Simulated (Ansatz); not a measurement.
A (100) slab of TaSi$_{2}$ (P6_422 (No. 181)), 18 planes, outer planes Si (top) and Ta (bottom), with 27 atoms (Ta9Si18) in a surface cell of A = 31.704 Å², as cut from the bulk:

```
CELL_PARAMETERS angstrom
4.80564 0.00000 0.00000
0.00000 6.59717 0.00000
0.00000 0.00000 26.82405
ATOMIC_POSITIONS crystal
Ta 0.00000 0.66667 0.27960
Si 0.26163 0.00000 0.30426
Si 0.73837 0.33333 0.30426
Si 0.50000 0.66667 0.32891
Ta 0.75000 0.00000 0.35718
Ta 0.25000 0.33333 0.35718
Si 0.00000 0.66667 0.38544
Si 0.76163 0.33333 0.41010
Si 0.23837 0.00000 0.41010
Ta 0.50000 0.66667 0.43475
Si 0.76163 0.00000 0.45941
Si 0.23837 0.33333 0.45941
Si 0.00000 0.66667 0.48406
Ta 0.25000 0.00000 0.51233
Ta 0.75000 0.33333 0.51233
Si 0.50000 0.66667 0.54059
Si 0.26163 0.33333 0.56525
Si 0.73837 0.00000 0.56525
Ta 0.00000 0.66667 0.58990
Si 0.26163 0.00000 0.61456
Si 0.73837 0.33333 0.61456
Si 0.50000 0.66667 0.63922
Ta 0.75000 0.00000 0.66748
Ta 0.25000 0.33333 0.66748
Si 0.00000 0.66667 0.69574
Si 0.76163 0.33333 0.72040
Si 0.23837 0.00000 0.72040
```

Method: DFT PBE, scalar-relativistic, plane waves, PAW in Ansatz 0.2.0. Cutoff 420 eV; k points 7×6×1 on the computed 27-atom cell (Γ-centred); Gaussian smearing, width 0.10 eV; no spin polarisation. A dipole correction removes the field between periodic images along c.

Against the same 27 atoms in the bulk, the slab as cut lies 10.105 eV higher and the relaxed slab 8.969 eV higher.

Q: Work out the surface energy before and after relaxation.

A: The slab has two faces, so γ = (E_slab − N·E_bulk)/(2A), the mean of both. As cut: 10.105/(2 × 31.704) = 0.1594 eV/Å², and 1 eV/Å² = 16.02 J/m², so γ = 2.55 J/m². Relaxed: 8.969/(2 × 31.704) = 0.1414 eV/Å² = 2.27 J/m². Relaxation recovers 11 % of the cost of cutting.

Q: What is the ideal work of this cut, per area?

A: Griffith's ideal work is 2γ: 5.11 J/m² if the new faces stay rigid, 4.53 J/m² if they relax. Other cuts parallel to this plane can cost less. One thickness was run, 18 planes, so γ can still shift with it.